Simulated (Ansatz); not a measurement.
Runs of Ansatz 0.2.0 on Sc. It takes space group P6_3/mmc (No. 194, hexagonal). Conventional cell: a = 3.309 Å, b = 3.309 Å, c = 5.273 Å, α = 90.00°, β = 90.00°, γ = 120.00°. Sc (site symmetry -6m2) is surrounded by 12 Sc at 3.26 to 3.31 Å. 

```csv
task,level,U,cutoff (eV),smearing,gap on the mesh (eV),pressure (GPa)
single point,RPBE,-,167,gaussian 0.05 eV,none,(a)
band structure,PBEsol+U,Sc d U = 4.3 eV,167,fermi-dirac 0.05 eV,-,5.0
atomic charges,LDA+D3(BJ),-,168,fermi-dirac 0.05 eV,none,-7.8
single point,PBEsol,-,167,gaussian 0.02 eV,none,-2.8
```

Alike in all rows: potentials or basis all-electron LAPW, scalar-relativistic; no spin polarisation; cell as given; k mesh 9 × 9 × 5; basis error allowed 0.001 eV/atom.

Problem. Fill in the values left out.

Solution. (a) 1.3.

Caveats: U is the effective U less J, on atomic orbitals that reach past the spheres (some runs); U without spin polarisation on a metal has little footing (some runs); the U is typed as a test and isn't derived for this compound (some runs); pairwise dispersion overbinds metals, which lowers pressure and volume (some runs); the dispersion damping was fitted for another functional or another form of the correction (some runs).

A gap of «none» marks a metal or a gap under the smearing width.

Runs at the PBE level aren't shown here.
